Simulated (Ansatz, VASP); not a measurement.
**One calculation of As, two programs**

```xyz
1
Lattice="0.0000 2.1967 2.1967 2.1967 0.0000 2.1967 2.1967 2.1967 0.0000" Properties=species:S:1:pos:R:3 pbc="T T T"
As    0.0000    0.0000    0.0000
```

Alike in both runs: task single point; functional revPBE; k mesh 14 × 14 × 14; occupations fermi-dirac, width 0.1 eV; no spin polarisation.

|  | VASP | Ansatz |
| --- | --- | --- |
| version | VASP 6.6.1 | Ansatz 0.2.0 |
| potentials or method | VASP PAW PBE potentials, release 64 (As) | plane waves (420 eV) with PAW, scalar-relativistic |
| plane-wave cutoff (eV) | 520 | 420 |
| valence electrons in the cell | 5 | 15 |

```tsv
	VASP	Ansatz	Ansatz less VASP
pressure (GPa)	-4.9	-4.9	+0.03
```

The functional is the same, so the differences come from potentials, cutoffs and numerics. The two sets of potentials don't hold the same shells in valence.

Caveats: the PAW data sets were made with another functional, which shifts forces and pressure a little (VASP).
